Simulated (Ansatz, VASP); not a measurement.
**Pt: VASP beside Ansatz**

```
Pt
1.0
     0.00000    1.93543    1.88580
     1.93543    0.00000    1.88580
     1.93543    1.93543    0.00000
Pt
1
Cartesian
  0.0000 0.0000 0.0000
```

Change from the starting cell: strain -0.025 along x and y, -0.050 along z, atoms carried along.

Alike in both runs: task single point; functional PBE; k mesh 26 × 26 × 26; occupations gaussian, width 0.15 eV; no spin polarisation.

|  | VASP | Ansatz |
| --- | --- | --- |
| version | VASP 6.6.1 | Ansatz 0.2.0 |
| potentials or method | VASP PAW PBE potentials, release 64 (Pt) | scalar-relativistic, plane waves, PAW |
| plane-wave cutoff (eV) | 520 | 420 |
| valence electrons in the cell | 10 | 18 |

|  | VASP | Ansatz | Ansatz less VASP |
| --- | --- | --- | --- |
| gap on the k mesh at the Fermi level (eV) | none | none | - |
| pressure (GPa) | 32.9 | 33.5 | +0.61 |
| largest component of the traceless stress (GPa) | 2.10 | 2.11 | +0.013 |

A gap of «none» marks a metal or a gap that the smearing closes. With one functional, cell and mesh, what is left measures potentials, basis and numerics. The two sets of potentials don't hold the same shells in valence.

Caveats: so large a pressure means that the cell lies far from this level's equilibrium, or that cutoff or potentials fall short (VASP). Spin-orbit coupling is left out, which matters for the levels of Pt.
